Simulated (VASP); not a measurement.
A run of VASP 6.6.1:

File INCAR:

```
SYSTEM = Rb
PREC = Accurate
ENCUT = 520
EDIFF = 1E-7
ISMEAR = 0
SIGMA = 0.1
LREAL = .FALSE.
LASPH = .TRUE.
NELM = 100
ALGO = Normal
ISIF = 2
LWAVE = .FALSE.
LCHARG = .FALSE.
GGA = PE
NBANDS = 20
```

The input KPOINTS:

```
regular mesh
0
G
  3 3 3
  0 0 0
```

The input POSCAR:

```
Rb
1.0
    2.5376398721      1.4651070633     12.6889018100
   -2.5376398721      1.4651070633     12.6889018100
    0.0000000000     -2.9302141265     12.6889018100
Rb
3
Direct
    0.0000000000      0.0000000000      0.0000000000
    0.7776223900      0.7776223900      0.7776223900
    0.2223776100      0.2223776100      0.2223776100
```

Potentials or basis: VASP PAW PBE potentials, release 64 (Rb_sv).

Command:

```console
$ cat potpaw_PBE.64/Rb_sv/POTCAR > POTCAR
$ mpirun -np 1 vasp_std > vasp.out
```

Hardware: 1 thread of Intel(R) Xeon(R) Platinum 8375C CPU @ 2.90GHz (Ice Lake), on a shared host.

Task: How long does it take, and how much memory?

Result: Wall time 5 min on 1 thread of Intel(R) Xeon(R) Platinum 8375C CPU @ 2.90GHz (Ice Lake) (shared host), peak memory 1.4 GiB. Counts: scf iterations 13, k points 6.
